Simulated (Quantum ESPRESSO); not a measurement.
Wanted: the native input for a Quantum ESPRESSO 7.5 run.

```yaml
Task: phonons and electron-phonon coupling
Functional: PBE
Potentials_or_basis: SPMS 1.0 PBE
Cutoff: 912 eV
Density_cutoff: 3646 eV
k_mesh: 12 × 12 × 12
Occupations: methfessel-paxton, width 0.272 eV
Spin: no spin polarisation
Mixing_beta: 0.5
Most_SCF_iterations: 120
SCF_threshold: 2e-10 Ry
q_mesh: 4 × 4 × 4
```

The system is W.

```
W
1.0
    -1.58234    1.58234    1.58234
     1.58234   -1.58234    1.58234
     1.58234    1.58234   -1.58234
W
1
Direct
  0.00000 0.00000 0.00000
```

These files were run (other wordings do the same):

pw.in

```
&CONTROL
  calculation = 'scf'
  prefix = 'pwscf'
  outdir = './tmp'
  pseudo_dir = './pseudo'
  tprnfor = .true.
  tstress = .true.
  disk_io = 'low'
/
&SYSTEM
  ibrav = 0
  nat = 1
  ntyp = 1
  ecutwfc = 67
  nbnd = 13
  occupations = 'smearing'
  smearing = 'mp'
  degauss = 0.01999163
/
&ELECTRONS
  conv_thr = 2d-10
  electron_maxstep = 120
  mixing_beta = 0.5
/
ATOMIC_SPECIES
W    183.8400 74_W_14_2.3_2.5_pbe_n_v1.0.upf
CELL_PARAMETERS angstrom
  -1.5823450000    1.5823450000    1.5823450000
   1.5823450000   -1.5823450000    1.5823450000
   1.5823450000    1.5823450000   -1.5823450000
ATOMIC_POSITIONS crystal
W      0.0000000000    0.0000000000    0.0000000000
K_POINTS automatic
12 12 12 0 0 0
```

relax.in

```
&CONTROL
  calculation = 'vc-relax'
  prefix = 'pwscf'
  outdir = './tmp'
  pseudo_dir = './pseudo'
  tprnfor = .true.
  tstress = .true.
  disk_io = 'low'
  nstep = 40
  forc_conv_thr = 0.0001
  etot_conv_thr = 1d-06
/
&SYSTEM
  ibrav = 0
  nat = 1
  ntyp = 1
  ecutwfc = 67
  nbnd = 13
  occupations = 'smearing'
  smearing = 'mp'
  degauss = 0.01999163
/
&ELECTRONS
  conv_thr = 2d-10
  electron_maxstep = 120
  mixing_beta = 0.5
/
&IONS
  ion_dynamics = 'bfgs'
/
&CELL
  cell_dynamics = 'bfgs'
  press = 0
  press_conv_thr = 0.2
/
ATOMIC_SPECIES
W    183.8400 74_W_14_2.3_2.5_pbe_n_v1.0.upf
CELL_PARAMETERS angstrom
  -1.5823450000    1.5823450000    1.5823450000
   1.5823450000   -1.5823450000    1.5823450000
   1.5823450000    1.5823450000   -1.5823450000
ATOMIC_POSITIONS crystal
W      0.0000000000    0.0000000000    0.0000000000
K_POINTS automatic
12 12 12 0 0 0
```

scf2.in

```
&CONTROL
  calculation = 'scf'
  prefix = 'pwscf'
  outdir = './tmp'
  pseudo_dir = './pseudo'
  tprnfor = .true.
  tstress = .true.
  disk_io = 'low'
/
&SYSTEM
  ibrav = 0
  nat = 1
  ntyp = 1
  ecutwfc = 67
  nbnd = 13
  occupations = 'smearing'
  smearing = 'mp'
  degauss = 0.01999163
/
&ELECTRONS
  conv_thr = 1d-13
  electron_maxstep = 120
  mixing_beta = 0.5
  startingpot = 'file'
  startingwfc = 'file'
/
ATOMIC_SPECIES
W    183.8400 74_W_14_2.3_2.5_pbe_n_v1.0.upf
CELL_PARAMETERS angstrom
  -1.5920586847    1.5920586847    1.5920586847
   1.5920586847   -1.5920586847    1.5920586847
   1.5920586847    1.5920586847   -1.5920586847
ATOMIC_POSITIONS crystal
W      0.0000000000    0.0000000000    0.0000000000
K_POINTS automatic
12 12 12 0 0 0
```

dense.in

```
&CONTROL
  calculation = 'scf'
  prefix = 'pwscf'
  outdir = './tmp'
  pseudo_dir = './pseudo'
  tprnfor = .true.
  tstress = .true.
  disk_io = 'low'
/
&SYSTEM
  ibrav = 0
  nat = 1
  ntyp = 1
  ecutwfc = 67
  nbnd = 13
  occupations = 'smearing'
  smearing = 'mp'
  degauss = 0.01999163
  la2F = .true.
/
&ELECTRONS
  conv_thr = 1d-12
  electron_maxstep = 120
  mixing_beta = 0.5
  startingpot = 'file'
/
ATOMIC_SPECIES
W    183.8400 74_W_14_2.3_2.5_pbe_n_v1.0.upf
CELL_PARAMETERS angstrom
  -1.5920586847    1.5920586847    1.5920586847
   1.5920586847   -1.5920586847    1.5920586847
   1.5920586847    1.5920586847   -1.5920586847
ATOMIC_POSITIONS crystal
W      0.0000000000    0.0000000000    0.0000000000
K_POINTS automatic
36 36 36 0 0 0
```

scf3.in

```
&CONTROL
  calculation = 'scf'
  prefix = 'pwscf'
  outdir = './tmp'
  pseudo_dir = './pseudo'
  tprnfor = .true.
  tstress = .true.
  disk_io = 'low'
/
&SYSTEM
  ibrav = 0
  nat = 1
  ntyp = 1
  ecutwfc = 67
  nbnd = 13
  occupations = 'smearing'
  smearing = 'mp'
  degauss = 0.01999163
/
&ELECTRONS
  conv_thr = 1d-12
  electron_maxstep = 120
  mixing_beta = 0.5
  startingpot = 'file'
/
ATOMIC_SPECIES
W    183.8400 74_W_14_2.3_2.5_pbe_n_v1.0.upf
CELL_PARAMETERS angstrom
  -1.5920586847    1.5920586847    1.5920586847
   1.5920586847   -1.5920586847    1.5920586847
   1.5920586847    1.5920586847   -1.5920586847
ATOMIC_POSITIONS crystal
W      0.0000000000    0.0000000000    0.0000000000
K_POINTS automatic
12 12 12 0 0 0
```

ph.in

```
phonon_bands of W
&INPUTPH
  prefix = 'pwscf'
  outdir = './tmp'
  tr2_ph = 1d-18
  fildyn = 'dyn'
  niter_ph = 90
  alpha_mix(1) = 0.4
  ldisp = .true.
  nq1 = 4
  nq2 = 4
  nq3 = 4
  electron_phonon = 'interpolated'
  el_ph_sigma = 0.005
  el_ph_nsigma = 10
  fildvscf = 'dvscf'
/
```

q2r.in

```
&INPUT
  fildyn = 'dyn'
  zasr = 'crystal'
  flfrc = 'fc'
  la2F = .true.
/
```

matdyn.in

```
&INPUT
  asr = 'crystal'
  flfrc = 'fc'
  flfrq = 'freq'
  q_in_cryst_coord = .true.
  flvec = ' '
/
80
 0.0000000000  0.0000000000  0.0000000000
 0.0312500000 -0.0312500000  0.0312500000
 0.0625000000 -0.0625000000  0.0625000000
 0.0937500000 -0.0937500000  0.0937500000
 0.1250000000 -0.1250000000  0.1250000000
 0.1562500000 -0.1562500000  0.1562500000
 0.1875000000 -0.1875000000  0.1875000000
 0.2187500000 -0.2187500000  0.2187500000
 0.2500000000 -0.2500000000  0.2500000000
 0.2812500000 -0.2812500000  0.2812500000
 0.3125000000 -0.3125000000  0.3125000000
 0.3437500000 -0.3437500000  0.3437500000
 0.3750000000 -0.3750000000  0.3750000000
 0.4062500000 -0.4062500000  0.4062500000
 0.4375000000 -0.4375000000  0.4375000000
 0.4687500000 -0.4687500000  0.4687500000
 0.5000000000 -0.5000000000  0.5000000000
 0.4545454545 -0.4545454545  0.5000000000
 0.4090909091 -0.4090909091  0.5000000000
 0.3636363636 -0.3636363636  0.5000000000
 0.3181818182 -0.3181818182  0.5000000000
 0.2727272727 -0.2727272727  0.5000000000
 0.2272727273 -0.2272727273  0.5000000000
 0.1818181818 -0.1818181818  0.5000000000
 0.1363636364 -0.1363636364  0.5000000000
 0.0909090909 -0.0909090909  0.5000000000
 0.0454545455 -0.0454545455  0.5000000000
 0.0000000000  0.0000000000  0.5000000000
 0.0000000000  0.0000000000  0.4583333333
 0.0000000000  0.0000000000  0.4166666667
 0.0000000000  0.0000000000  0.3750000000
 0.0000000000  0.0000000000  0.3333333333
 0.0000000000  0.0000000000  0.2916666667
 0.0000000000  0.0000000000  0.2500000000
 0.0000000000  0.0000000000  0.2083333333
 0.0000000000  0.0000000000  0.1666666667
 0.0000000000  0.0000000000  0.1250000000
 0.0000000000  0.0000000000  0.0833333333
 0.0000000000  0.0000000000  0.0416666667
 0.0000000000  0.0000000000  0.0000000000
 0.0166666667  0.0166666667  0.0166666667
 0.0333333333  0.0333333333  0.0333333333
 0.0500000000  0.0500000000  0.0500000000
 0.0666666667  0.0666666667  0.0666666667
 0.0833333333  0.0833333333  0.0833333333
 0.1000000000  0.1000000000  0.1000000000
 0.1166666667  0.1166666667  0.1166666667
 0.1333333333  0.1333333333  0.1333333333
 0.1500000000  0.1500000000  0.1500000000
 0.1666666667  0.1666666667  0.1666666667
 0.1833333333  0.1833333333  0.1833333333
 0.2000000000  0.2000000000  0.2000000000
 0.2166666667  0.2166666667  0.2166666667
 0.2333333333  0.2333333333  0.2333333333
 0.2500000000  0.2500000000  0.2500000000
 0.2666666667  0.2000000000  0.2666666667
 0.2833333333  0.1500000000  0.2833333333
 0.3000000000  0.1000000000  0.3000000000
 0.3166666667  0.0500000000  0.3166666667
 0.3333333333  0.0000000000  0.3333333333
 0.3500000000 -0.0500000000  0.3500000000
 0.3666666667 -0.1000000000  0.3666666667
 0.3833333333 -0.1500000000  0.3833333333
 0.4000000000 -0.2000000000  0.4000000000
 0.4166666667 -0.2500000000  0.4166666667
 0.4333333333 -0.3000000000  0.4333333333
 0.4500000000 -0.3500000000  0.4500000000
 0.4666666667 -0.4000000000  0.4666666667
 0.4833333333 -0.4500000000  0.4833333333
 0.5000000000 -0.5000000000  0.5000000000
 0.2500000000  0.2500000000  0.2500000000
 0.2222222222  0.2222222222  0.2777777778
 0.1944444444  0.1944444444  0.3055555556
 0.1666666667  0.1666666667  0.3333333333
 0.1388888889  0.1388888889  0.3611111111
 0.1111111111  0.1111111111  0.3888888889
 0.0833333333  0.0833333333  0.4166666667
 0.0555555556  0.0555555556  0.4444444444
 0.0277777778  0.0277777778  0.4722222222
 0.0000000000  0.0000000000  0.5000000000
```

matdyn_dos.in

```
&INPUT
  asr = 'crystal'
  flfrc = 'fc'
  dos = .true.
  fldos = 'phdos'
  nk1 = 18
  nk2 = 18
  nk3 = 18
  deltaE = 1
  flvec = ' '
  flfrq = ' '
/
```

matdyn_a2f.in

```
&INPUT
  asr = 'crystal'
  flfrc = 'fc'
  la2F = .true.
  dos = .true.
  fldos = 'dos2'
  nk1 = 14
  nk2 = 14
  nk3 = 14
  ndos = 60
  el_ph_nsigma = 10
  flfrq = 'dosfreq2'
  flvec = ' '
/
```

matdyn_mesh.in

```
&INPUT
  asr = 'crystal'
  flfrc = 'fc'
  flfrq = 'mesh'
  q_in_cryst_coord = .true.
  flvec = ' '
/
1000
 0.05000000  0.05000000  0.05000000
 0.05000000  0.05000000  0.15000000
 0.05000000  0.05000000  0.25000000
[... 997 further points of the even 10 x 10 x 10 mesh, shifted by half a step ...]
```

Potentials or basis: SPMS 1.0 PBE.

Command:

```console
$ OMP_NUM_THREADS=1 mpirun -n 4 pw.x -nk 4 -in pw.in > pw.out
$ OMP_NUM_THREADS=1 mpirun -n 4 pw.x -nk 4 -in relax.in > relax.out
$ OMP_NUM_THREADS=1 mpirun -n 4 pw.x -nk 4 -in scf2.in > scf2.out
$ OMP_NUM_THREADS=1 mpirun -n 4 pw.x -nk 4 -in dense.in > dense.out
$ OMP_NUM_THREADS=1 mpirun -n 4 pw.x -nk 4 -in scf3.in > scf3.out
$ OMP_NUM_THREADS=1 mpirun -n 4 ph.x -nk 4 -in ph.in > ph.out
$ OMP_NUM_THREADS=1 mpirun -n 1 q2r.x -in q2r.in > q2r.out
$ OMP_NUM_THREADS=1 mpirun -n 1 matdyn.x -in matdyn.in > matdyn.out
$ OMP_NUM_THREADS=1 mpirun -n 1 matdyn.x -in matdyn_dos.in > matdyn_dos.out
$ OMP_NUM_THREADS=1 mpirun -n 1 matdyn.x -in matdyn_a2f.in > matdyn_a2f.out
$ OMP_NUM_THREADS=1 mpirun -n 1 matdyn.x -in matdyn_mesh.in > matdyn_mesh.out
```

It gave:

- Relaxed volume: 16.14 Å³/atom
- Relaxed cell: a = 2.758 Å, b = 2.758 Å, c = 2.758 Å, α = 109.47°, β = 109.47°, γ = 109.47°
- Space group after relaxing (to 0.05 Å): Im-3m (No. 229)
- Pressure after relaxing: 0.0 GPa
- Band gap on the k mesh: none (metal or under the smearing width)
- Highest phonon frequency: 218 cm⁻¹
- Zero-point energy: 0.029 eV/atom

Caveat: λ from interpolated matrix elements is rough: modes that symmetry makes equal can differ by tens of percent.

Run time: 55 min on 4 MPI ranks on Intel(R) Xeon(R) Processor @ 2.50GHz (Skylake/Cascade Lake), on a shared host, peak memory 0.44 GiB a rank.
